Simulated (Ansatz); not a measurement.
# PbSe (Clausthalite) (Fm-3m) in Ansatz: settings compared

One crystal, PbSe (Clausthalite), is run at these levels: PBEsol+D3(BJ), PBEsol+D4, RPBE+D3(BJ); tasks: relaxation of cell and atoms.

All numbers are computed with Ansatz 0.2.0; they aren't measurements. Logs are shortened: lines on timing, memory, paths and dates and some standing lists are left out, and cuts for length are marked.

**1. The crystal as given**

Symmetry: Fm-3m, No. 225, cubic system. Conventional cell: a = 6.121 Å, b = 6.121 Å, c = 6.121 Å, α = 90.00°, β = 90.00°, γ = 90.00°. Pb (site symmetry m-3m) has 6 Se at 3.06 Å as nearest neighbours. Around Se (site symmetry m-3m) lie 6 Pb at 3.06 Å.

**2. Relaxation of cell and atoms, PBEsol+D3(BJ)**

Contents of input.yaml:

```yaml
crystal:
  lattice:
    - [0.0, 3.06065, 3.06065]
    - [3.06065, 0.0, 3.06065]
    - [3.06065, 3.06065, 0.0]
  atoms:
    - { symbol: Pb, position: [0.0, 0.0, 0.0] }
    - { symbol: Se, position: [0.5, 0.5, 0.5] }
hamiltonian:
  xc: pbesol
  pseudopotentials: { kind: paw }
  dispersion: d3bj
kpoints:
  mp_grid: { grid: [8, 8, 8] }
scf:
  occupations: { method: fermi_dirac, width: 0.05 }
output:
  forces: true
  stress: true
relax:
  f_tol: 0.01
  max_steps: 40
  cell: { stress_tol: 0.05 }
```

Potentials or basis: Ansatz PAW.

Run with:

```bash
$ ansatz run input.yaml --threads 2 --pin off --max-ram 5632MiB --backend cpu --events-out ev --progress --plain --runs-dir out
```

Log:

```text
Warning: RAYON_NUM_THREADS=2 ignored (pool sized by the plan → 2); use --threads N
Engine: ansatz 0.2.0, aarch64-unknown-linux-gnu
Pseudopotentials: kind: paw
Pseudopotential: Pb, paw, valence charge 14, recommended cutoff 420 eV (normal), Pb.paw.azcp
Pseudopotential: Se, paw, valence charge 16, recommended cutoff 420 eV (normal), Se.paw.azcp
Functional definition: PBEsol
  exchange = pbesol_x
  correlation = pbesol_c
Crystal: 2 atoms, lattice volume = 57.342 Å³
Basis set: ecut = 420 eV, 1139 PW (Γ), exchange–correlation on 60×60×60 points (8 copies of the dense FFT grid, shifted against one another)
Bands: 19, of which v1, the nominal top of the filled ones, is band 15 counted from 1 (14 counted from 0)
Symmetry: 48 space group operations
Space group: Fm-3m (ITA 225), of the structure as read, at distance tolerance 3.9e-5 Å
k-points: 29 of 512
Non-local potential: Pb, projectors of the file, l = 0: 2, l = 1: 2, l = 2: 2, l = 3: 2
Non-local potential: Se, projectors of the file, l = 0: 2, l = 1: 2, l = 2: 3, l = 3: 1
PAW form: soft (Blöchl's): semilocal exchange-correlation on the pseudo side does not see the compensation charge
PAW frozen core: Pb, regenerated for the run's functional, and the local potential with it (the file was generated under x = pbe(κ = 0.804, μ = 0.2195149727645171), c = pbe(β = 0.06672455060314922))
PAW frozen core: Se, regenerated for the run's functional, and the local potential with it (the file was generated under x = pbe(κ = 0.804, μ = 0.2195149727645171), c = pbe(β = 0.06672455060314922))
PAW one-centre angular grid: Pb, 590 points (default); XC on 64 Gauss nodes
PAW one-centre angular grid: Se, 590 points (default); XC on 64 Gauss nodes
Initial density: superposition of atomic densities (neutral atoms: chi_scale 0, normalization atom), corrected by the library's trained network
Initial wavefunctions: pseudopotential atomic-orbital guess
Functional: x = pbesol(κ = 0.804, μ = 0.12345679012345678), c = pbesol(β = 0.046)
SCF iter   1: F=—  HF=-17180.934495 eV  |F-HF|=—  |Δ(HF+E_count)|=         —  Δρ=2.45e-3  dr2=6.60e-3  ethr=1.77e-3  ⟨swp⟩=6.0  Hψ=2647  notcnv=0
preconditioner: auto → none  [insulator: Δε(μ)=0.169 eV  Ē_g=15.218 eV  σ=0.050 eV  W_gap=0.69  n_scr=14 (ndim 8)  ℏωp=21.9 eV  f_vac=0.019  D(μ)=0.08/eV (n_scr^D=0)  ε∞_Penn≈3.1]
SCF iter   2: F=—  HF=-17180.931631 eV  |F-HF|=—  |Δ(HF+E_count)|=   2.86e-3  Δρ=1.16e-3  dr2=9.08e-4  ethr=2.20e-5  ⟨swp⟩=2.0  Hψ=1041  notcnv=0
SCF iter   3: F=—  HF=-17180.931358 eV  |F-HF|=—  |Δ(HF+E_count)|=   2.73e-4  Δρ=3.56e-4  dr2=5.07e-5  ethr=3.03e-6  ⟨swp⟩=3.0  Hψ=990  notcnv=0
SCF iter   4: F=—  HF=-17180.931367 eV  |F-HF|=—  |Δ(HF+E_count)|=   8.94e-6  Δρ=1.20e-4  dr2=3.89e-6  ethr=1.69e-7  ⟨swp⟩=2.9  Hψ=991  notcnv=0
SCF iter   5: F=—  HF=-17180.931369 eV  |F-HF|=—  |Δ(HF+E_count)|=   2.76e-6  Δρ=2.24e-5  dr2=2.52e-7  ethr=1.30e-8  ⟨swp⟩=2.0  Hψ=982  notcnv=0
SCF iter   6: F=-17180.931369 eV  HF=-17180.931369 eV  |F-HF|=1.39e-8  |Δ(HF+E_count)|=   2.11e-7  Δρ=4.89e-6  dr2=1.19e-8  ethr=3.33e-10  ⟨swp⟩=4.2  Hψ=1969  notcnv=0
SCF 1 converged in 6 iterations: F = -17180.931369 eV  dr2 = 1.19e-8
relax step   1: F+E_penalty+E_count = -17180.93136925 eV  Δ(F+E_penalty+E_count) = +0.000e0 eV  max|allowed force component| = 1.328e-29 eV/Å  Δτ_max = 0.0000 Å  P = -2.547 GPa  Ω = 57.342 Å³  (6 SCF iters, dr2 threshold 1.00e-7 eV, accepted)
Crystal: 2 atoms, lattice volume = 53.305 Å³
Basis set: ecut = 420 eV, 1037 PW (Γ), exchange–correlation on 60×60×60 points (8 copies of the dense FFT grid, shifted against one another)
Initial density: handed on by an earlier stage of this run
Initial wavefunctions: those handed on with the density
iter 1 solved again at ethr=7.64e-6 eV; its pass at ethr=3.10e-3 eV (dr2=2.29e-3 eV) is discarded
SCF iter   1: F=—  HF=-17180.949254 eV  |F-HF|=—  |Δ(HF+E_count)|=         —  Δρ=1.54e-3  dr2=2.07e-3  ethr=7.64e-6  ⟨swp⟩=2.1  Hψ=3393  notcnv=0
preconditioner: auto → Kerker (q_TF=auto, 2.479 Å⁻¹)  [metal: Δε(μ)=0.075 eV  Ē_g=15.497 eV  σ=0.050 eV  W_gap=0.36  n_scr=14 (ndim 8)  ℏωp=22.7 eV  f_vac=0.006  D(μ)=0.14/eV (n_scr^D=0)]
SCF iter   2: F=—  HF=-17180.949054 eV  |F-HF|=—  |Δ(HF+E_count)|=   2.00e-4  Δρ=1.04e-3  dr2=9.81e-4  ethr=6.90e-6  ⟨swp⟩=1.0  Hψ=551  notcnv=0
SCF iter   3: F=—  HF=-17180.948872 eV  |F-HF|=—  |Δ(HF+E_count)|=   1.82e-4  Δρ=2.49e-4  dr2=5.99e-5  ethr=3.27e-6  ⟨swp⟩=2.1  Hψ=663  notcnv=0
SCF iter   4: F=—  HF=-17180.948881 eV  |F-HF|=—  |Δ(HF+E_count)|=   9.32e-6  Δρ=8.27e-5  dr2=4.15e-6  ethr=2.00e-7  ⟨swp⟩=2.2  Hψ=975  notcnv=0
SCF iter   5: F=—  HF=-17180.948880 eV  |F-HF|=—  |Δ(HF+E_count)|=   9.75e-7  Δρ=4.11e-5  dr2=6.00e-7  ethr=1.38e-8  ⟨swp⟩=2.0  Hψ=987  notcnv=0
SCF iter   6: F=-17180.948881 eV  HF=-17180.948881 eV  |F-HF|=9.62e-8  |Δ(HF+E_count)|=   3.78e-7  Δρ=1.18e-5  dr2=7.30e-8  ethr=6.67e-10  ⟨swp⟩=4.7  Hψ=1947  notcnv=0
SCF 2 converged in 6 iterations: F = -17180.948881 eV  dr2 = 7.30e-8
relax step   2: F+E_penalty+E_count = -17180.94888096 eV  Δ(F+E_penalty+E_count) = -1.751e-2 eV  max|allowed force component| = 3.747e-30 eV/Å  Δτ_max = 0.0000 Å  P = +1.444 GPa  Ω = 53.305 Å³  energy of the carried Pulay correction = +4.477e-4 eV  (6 SCF iters, dr2 threshold 2.00e-7 eV, accepted)
Crystal: 2 atoms, lattice volume = 54.698 Å³
Basis set: ecut = 420 eV, 1067 PW (Γ), exchange–correlation on 60×60×60 points (8 copies of the dense FFT grid, shifted against one another)
iter 1 solved again at ethr=1.16e-6 eV; its pass at ethr=3.10e-3 eV (dr2=3.48e-4 eV) is discarded
SCF iter   1: F=—  HF=-17180.954420 eV  |F-HF|=—  |Δ(HF+E_count)|=         —  Δρ=5.59e-4  dr2=2.76e-4  ethr=1.16e-6  ⟨swp⟩=2.1  Hψ=3639  notcnv=0
preconditioner: auto → Kerker (q_TF=auto, 2.468 Å⁻¹)  [metal: Δε(μ)=0.034 eV  Ē_g=15.385 eV  σ=0.050 eV  W_gap=0.17  n_scr=14 (ndim 8)  ℏωp=22.5 eV  f_vac=0.015  D(μ)=0.15/eV (n_scr^D=0)]
SCF iter   2: F=—  HF=-17180.954394 eV  |F-HF|=—  |Δ(HF+E_count)|=   2.59e-5  Δρ=3.74e-4  dr2=1.29e-4  ethr=9.18e-7  ⟨swp⟩=1.0  Hψ=551  notcnv=0
SCF iter   3: F=—  HF=-17180.954374 eV  |F-HF|=—  |Δ(HF+E_count)|=   2.06e-5  Δρ=9.21e-5  dr2=8.46e-6  ethr=4.29e-7  ⟨swp⟩=2.0  Hψ=653  notcnv=0
SCF iter   4: F=—  HF=-17180.954375 eV  |F-HF|=—  |Δ(HF+E_count)|=   1.28e-6  Δρ=2.77e-5  dr2=6.28e-7  ethr=2.82e-8  ⟨swp⟩=2.5  Hψ=905  notcnv=0
SCF iter   5: F=-17180.954375 eV  HF=-17180.954375 eV  |F-HF|=5.94e-8  |Δ(HF+E_count)|=   2.77e-7  Δρ=9.18e-6  dr2=3.87e-8  ethr=6.67e-10  ⟨swp⟩=4.4  Hψ=1982  notcnv=0
SCF 3 converged in 5 iterations: F = -17180.954375 eV  dr2 = 3.87e-8
relax step   3: F+E_penalty+E_count = -17180.95437514 eV  Δ(F+E_penalty+E_count) = -5.494e-3 eV  max|allowed force component| = 7.100e-30 eV/Å  Δτ_max = 0.0000 Å  P = -0.108 GPa  Ω = 54.698 Å³  energy of the carried Pulay correction = +2.870e-4 eV  (5 SCF iters, dr2 threshold 2.00e-7 eV, accepted)
Crystal: 2 atoms, lattice volume = 54.599 Å³
iter 1 solved again at ethr=1.77e-8 eV; its pass at ethr=3.10e-3 eV (dr2=5.31e-6 eV) is discarded
SCF iter   1: F=—  HF=-17180.954421 eV  |F-HF|=—  |Δ(HF+E_count)|=         —  Δρ=3.68e-5  dr2=1.15e-6  ethr=1.77e-8  ⟨swp⟩=2.6  Hψ=3154  notcnv=0
preconditioner: auto → Kerker (q_TF=auto, 2.469 Å⁻¹)  [metal: Δε(μ)=0.024 eV  Ē_g=15.397 eV  σ=0.050 eV  W_gap=0.12  n_scr=14 (ndim 8)  ℏωp=22.5 eV  f_vac=0.013  D(μ)=0.15/eV (n_scr^D=0)]
SCF iter   2: F=—  HF=-17180.954421 eV  |F-HF|=—  |Δ(HF+E_count)|=   1.99e-7  Δρ=2.54e-5  dr2=5.87e-7  ethr=3.83e-9  ⟨swp⟩=1.8  Hψ=907  notcnv=0
SCF iter   3: F=—  HF=-17180.954421 eV  |F-HF|=—  |Δ(HF+E_count)|=   1.42e-7  Δρ=8.06e-6  dr2=5.95e-8  ethr=1.96e-9  ⟨swp⟩=2.0  Hψ=647  notcnv=0
SCF iter   4: F=-17180.954421 eV  HF=-17180.954421 eV  |F-HF|=3.27e-10  |Δ(HF+E_count)|=   1.80e-8  Δρ=3.59e-6  dr2=1.20e-8  ethr=9.69e-11  ⟨swp⟩=4.1  Hψ=1960  notcnv=0
SCF 4 converged in 4 iterations: F = -17180.954421 eV  dr2 = 1.20e-8
relax step   4: F+E_penalty+E_count = -17180.95442103 eV  Δ(F+E_penalty+E_count) = -4.589e-5 eV  max|allowed force component| = 5.226e-30 eV/Å  Δτ_max = 0.0000 Å  P = -0.004 GPa  Ω = 54.599 Å³  energy of the carried Pulay correction = +2.982e-4 eV  (4 SCF iters, dr2 threshold 2.91e-8 eV, accepted)
Initial wavefunctions: pseudopotential atomic-orbital guess (no wavefunctions were taken with the density)
iter 1 solved again at ethr=9.54e-8 eV; its pass at ethr=3.10e-3 eV (dr2=2.86e-5 eV) is discarded
SCF iter   1: F=—  HF=-17180.954127 eV  |F-HF|=—  |Δ(HF+E_count)|=         —  Δρ=5.27e-5  dr2=2.95e-7  ethr=9.54e-8  ⟨swp⟩=3.2  Hψ=4197  notcnv=0
preconditioner: auto → Kerker (q_TF=auto, 2.469 Å⁻¹)  [metal: Δε(μ)=0.024 eV  Ē_g=15.396 eV  σ=0.050 eV  W_gap=0.12  n_scr=14 (ndim 8)  ℏωp=22.5 eV  f_vac=0.015  D(μ)=0.15/eV (n_scr^D=0)]
SCF iter   2: F=—  HF=-17180.954128 eV  |F-HF|=—  |Δ(HF+E_count)|=   1.10e-6  Δρ=2.77e-5  dr2=7.93e-8  ethr=9.82e-10  ⟨swp⟩=2.0  Hψ=982  notcnv=0
SCF iter   3: F=—  HF=-17180.954128 eV  |F-HF|=—  |Δ(HF+E_count)|=   5.70e-8  Δρ=7.00e-6  dr2=6.44e-9  ethr=2.64e-10  ⟨swp⟩=2.0  Hψ=763  notcnv=0
SCF iter   4: F=—  HF=-17180.954128 eV  |F-HF|=—  |Δ(HF+E_count)|=   3.55e-9  Δρ=1.84e-6  dr2=1.10e-9  ethr=2.15e-11  ⟨swp⟩=2.0  Hψ=919  notcnv=0
SCF iter   5: F=—  HF=-17180.954128 eV  |F-HF|=—  |Δ(HF+E_count)|=  2.58e-10  Δρ=3.51e-7  dr2=9.79e-11  ethr=3.65e-12  ⟨swp⟩=2.3  Hψ=714  notcnv=0
SCF iter   6: F=-17180.954128 eV  HF=-17180.954128 eV  |F-HF|=7.28e-12  |Δ(HF+E_count)|=  7.64e-11  Δρ=1.19e-7  dr2=1.28e-11  ethr=1.00e-12  ⟨swp⟩=5.8  Hψ=2332  notcnv=0
SCF 5 converged in 6 iterations: F = -17180.954128 eV  dr2 = 1.28e-11
relax step   5: F+E_penalty+E_count = -17180.95412808 eV  Δ(F+E_penalty+E_count) = +2.930e-4 eV  max|allowed force component| = 3.944e-30 eV/Å  Δτ_max = 0.0000 Å  P = -0.006 GPa  Ω = 54.599 Å³  stress off target by 5.78e-3 GPa  SCF on the basis re-selected at this cell (its energy is not comparable with the rows above)  (6 SCF iters)
basis re-selected at this cell: Δ(F+E_penalty+E_count) = +2.930e-4 eV, ΔP = -0.002 GPa vs the last step (what re-selecting the basis moved, of the pressure what is left beyond the Pulay correction that the steps carried, after the strain that the cell walked since its last selection, with what the two solves' SCF thresholds leave and, on support functions, any second-order correction that the steps lacked; it is no measure of the basis error at this ecutwfc). This SCF's stress stands 5.78e-3 GPa from its target on what of the cell is left free (relax.cell.stress_tol is 5.00e-2 GPa) and its largest allowed force component is 3.94e-30 eV/Å (relax.f_tol is 1.00e-2 eV/Å): within both
SCF converged after 6 iterations
Free energy (F): -17180.954128 eV
Harris-Foulkes:  -17180.954128 eV  (|F-HF|=7.28e-12)
Internal energy: -17180.953055 eV  (E = F + TS)
E sigma→0 (E₀):  -17180.953591 eV
Entropy (-TS):   -0.001073 eV (-0.537 meV/atom)
Fermi energy:    9.748631 eV
--- Per-component energies (eV) ---
  E_band       = -410.687276
  E_kinetic    = 407.470816
  E_local      = -3452.208884  (includes V_loc(G=0)·N_el)
  E_nonlocal   = -240.720396
  E_hartree    = 1610.536133
  E_xc         = -323.546963
  E_vxc        = -232.235914  (∫ρ·V_xc dr)
  E_paw        = -12121.483733  (= ΣΔE_a)
  E_vpaw       = -114.064492  (= ΣTr[D̂ρ^β])
  E_aug_tail   = -0.000511  (compensation charges beyond the density's cutoff)
  E_ewald      = -3061.317273
  E_disp       = -0.752812  (pairwise vdW)
  E_core_change = 1.070567  (= ΣΔE_core)
  E_smearing   = -0.001073  (= −TS)
  E_closure    = -0.000000  (closes the sum)
  Σ components = -17180.954128   (vs F -17180.954128, Δ=0.00e0)
--- Forces (eV/Å), atoms counted from 1 ---
  atom   1  Pb    -0.00000000     0.00000000     0.00000000
  atom   2  Se     0.00000000    -0.00000000    -0.00000000
  max |Σ_I F_I| component: 6.84e-30 eV/Å
--- Stress (GPa, compression-positive) ---
       -0.005780      -0.000000      -0.000000
       -0.000000      -0.005780      -0.000000
       -0.000000       0.000000      -0.005780
  P = ⅓ Tr σ = -0.0058 GPa (-0.058 kbar)
--- Relaxed structure (4 steps of the walk, 4 accepted, 1 SCFs on fresh bases) ---
  F+E_penalty+E_count = -17180.95412808 eV   max|allowed force component| = 3.944e-30 eV/Å   (the final SCF, on the basis selected at the relaxed cell)
  cell:  # Å, volume = 54.5989 Å³
    - [1.592303760279872e-33, 3.011050799184801, 3.011050799184801]
    - [3.011050799184801, -5.159064183306786e-34, 3.011050799184801]
    - [3.011050799184801, 3.011050799184801, 6.178138589885903e-34]
  atoms:
    - { symbol: Pb, position: [1.474816887644391e-35, -4.5883192060279415e-36, -2.0319699340861146e-35] }
    - { symbol: Se, position: [0.5, 0.5, 0.5] }
```

Run time: 4.5 s. Hardware: 2 threads of Arm Neoverse V1, shared host; peak memory 0.35 GiB.

What came out:

- Free energy: -17180.9541 eV
- Relaxed volume: 27.30 Å³/atom
- Relaxed cell: a = 4.258 Å, b = 4.258 Å, c = 4.258 Å, α = 60.00°, β = 60.00°, γ = 60.00°
- Space group after relaxing (to 0.05 Å): Fm-3m (No. 225)
- Energy gained by relaxing: 11.4 meV/atom
- Ionic steps: 5
- Pressure after relaxing: 0.0 GPa

Step by step:
```tsv
step	energy change (eV)	largest force (eV/Å)	volume (Å³)
1	0.0000	0.0000	57.34
2	-0.0175	0.0000	53.30
3	-0.0230	0.0000	54.70
4	-0.0231	0.0000	54.60
5	-0.0228	0.0000	54.60
```

Final structure:
```
CELL_PARAMETERS angstrom
0.00000 3.01105 3.01105
3.01105 0.00000 3.01105
3.01105 3.01105 0.00000
ATOMIC_POSITIONS crystal
Pb 0.00000 0.00000 0.00000
Se 0.50000 0.50000 0.50000
```

Caveat: the plane-wave basis is chosen anew once the cell has moved, so the energies of steps on either side of that aren't comparable; the PAW data sets come from PBE, with cores solved anew for the run's functional, which leaves a small shift of forces and pressure. The run has no spin-orbit coupling, so splittings on Pb are missing.

**3. Relaxation of cell and atoms, PBEsol+D4**

input.yaml, as its differences from that of step 2:

```diff
@@ -11,3 +11,3 @@
   pseudopotentials: { kind: paw }
-  dispersion: d3bj
+  dispersion: d4
 kpoints:
@@ -19,2 +19,6 @@
   stress: true
+  write_density: true
+  write_potential: true
+  elf: true
+  volumetric_format: npy
 relax:
```

Potentials or basis: Ansatz PAW.

Run with:

```bash
$ ansatz run input.yaml --threads 2 --pin off --max-ram 5632MiB --backend cpu --events-out ev --progress --plain --runs-dir out
```

It took 4.2 s on 2 threads of Arm Neoverse V1, shared host; peak memory 0.36 GiB.

Results (log left out):

| Quantity | Value |
| --- | --- |
| Free energy | -17180.6877 eV |
| Relaxed volume | 27.76 Å³/atom |
| Relaxed cell | a = 4.282 Å, b = 4.282 Å, c = 4.282 Å, α = 60.00°, β = 60.00°, γ = 60.00° |
| Space group after relaxing (to 0.05 Å) | Fm-3m (No. 225) |
| Energy gained by relaxing | 5.2 meV/atom |
| Ionic steps | 4 |
| Pressure after relaxing | 0.0 GPa |
| Band gap on the k mesh | 0.09 eV, direct |

Step by step:
```tsv
step	energy change (eV)	largest force (eV/Å)	volume (Å³)
1	0.0000	0.0000	57.34
2	-0.0082	0.0000	54.58
3	-0.0106	0.0000	55.51
4	-0.0104	0.0000	55.51
```

Final structure:
```
Pb Se
1.0
     0.00000    3.02775    3.02775
     3.02775    0.00000    3.02775
     3.02775    3.02775    0.00000
Pb Se
1 1
Direct
  0.00000 0.00000 0.00000
  0.50000 0.50000 0.50000
```

Levels at points of the mesh, in eV from the valence-band top:
```tsv
k point	band 11	band 12	band 13	band 14	band 15	band 16	band 17	band 18	band 19
(0.00, 0.00, 0.00)	-13.93	-6.31	-2.06	-2.06	-2.06	4.72	4.72	4.72	6.35
(0.00, 0.00, -0.50)	-12.77	-9.05	-1.62	-1.62	0.00	0.09	1.55	1.55	8.41
(0.00, -0.50, -0.50)	-12.34	-7.48	-5.33	-3.49	-3.49	3.41	5.67	5.67	6.11
```

Caveat: the plane-wave basis is chosen anew once the cell has moved, so the energies of steps on either side of that aren't comparable; spin-orbit coupling is left out, which as a rule narrows the gap of such compounds by several tenths of an eV; the PAW data sets come from PBE, with cores solved anew for the run's functional, which leaves a small shift of forces and pressure.

(Part 1 of 2 ends here.)
